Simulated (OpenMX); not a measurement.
## Te under changes of volume

One of the cells (33.925 Å³/atom); the others are scaled copies at fixed shape and fractional positions:

```
CELL_PARAMETERS angstrom
4.45400 0.00000 0.00000
-2.22700 3.85728 0.00000
0.00000 0.00000 5.92400
ATOMIC_POSITIONS crystal
Te 0.73100 0.73100 0.00000
Te 0.00000 0.26900 0.66667
Te 0.26900 0.00000 0.33333
```

```yaml
Program: OpenMX 3.8.5
Functional: LDA
Potentials_or_basis: OpenMX 2013 LDA set, Te7.0-s3p2d2f1, fixed grid of 50 × 50 × 80 points
k_mesh: 7 × 7 × 5
Occupations: fermi-dirac, width 0.05 eV
Spin: no spin polarisation
```

```tsv
volume (Å³/atom)	energy over the lowest point (meV/atom)	gap on the mesh (eV)	largest force (eV/Å)
31.890	22.15	0.56	0.969
32.568	9.71	0.57	0.860
33.247	2.52	0.57	0.723
33.925	0.00	0.58	0.587
34.604	?	?	?
35.282	7.17	0.59	0.381
35.961	16.04	0.59	0.285
```

What does the run at 34.604 Å³/atom give?

Energy over the lowest point 1.68 meV/atom; gap on the mesh 0.58 eV; largest force 0.494 eV/Å.

Worked out: A Birch-Murnaghan fit of order 3 (a polynomial in V^(-2/3)) to the other rows has its minimum at 33.98 Å³/atom with B0 = V·E''(V) = 49 GPa and B' = 4.4 at fixed shape and positions, which overstates the stiffness. It gives 1.70 meV/atom at 34.604 Å³/atom, against the run's 1.68. A straight line through the other rows of the gap, of slope 0.255 eV per unit of ln V, gives 0.58 eV, against the run's 0.58.

Energies are extrapolated to zero smearing.

Caveats: the basis has few d functions beyond the semicore shells, which can make volumes several per cent too large; spin-orbit coupling is left out, which moves the levels of the heavy elements; an odd mesh through Γ misses points on the zone boundary, where band edges often lie; the basis of atomic orbitals isn't converged, which shifts pressures, moduli and gaps.
